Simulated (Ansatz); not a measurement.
## Pb under changes of volume

One of the cells (30.323 Å³/atom); the others are scaled copies at fixed shape and fractional positions:

```
Pb
1.0
     0.00000    2.47502    2.47502
     2.47502    0.00000    2.47502
     2.47502    2.47502    0.00000
Pb
1
Direct
  0.00000 0.00000 0.00000
```

- Program: Ansatz 0.2.0
- Functional: r2SCAN
- Potentials or basis: Ansatz PAW
- Cutoff: 500 eV (not typed: the program's choice for these potentials)
- k mesh: 9 × 9 × 9
- Occupations: fermi-dirac, width 0.05 eV
- Spin: spin-orbit coupling, no magnetisation

```csv
volume (Å³/atom),energy over the lowest point (meV/atom),pressure (GPa)
28.503,34.85,4.7
29.110,19.58,3.4
29.716,?,?
30.323,2.56,1.2
30.929,0.00,0.2
31.535,0.85,-0.6
32.142,4.74,-1.4
```

Q: What does the run at 29.716 Å³/atom give?

A: Energy over the lowest point 8.95 meV/atom; pressure 2.2 GPa.

Worked out: A Birch-Murnaghan fit of order 3 (a polynomial in V^(-2/3)) to the other rows has its minimum at 31.08 Å³/atom with B0 = V·E''(V) = 45 GPa and B' = 4.3. It gives 8.97 meV/atom at 29.716 Å³/atom, against the run's 8.95, and -dE/dV = 2.2 GPa, against 2.2.

Energies are extrapolated to zero smearing.

Caveats: the PAW data sets come from PBE, with cores solved anew for the run's functional, which leaves a small shift of forces and pressure.
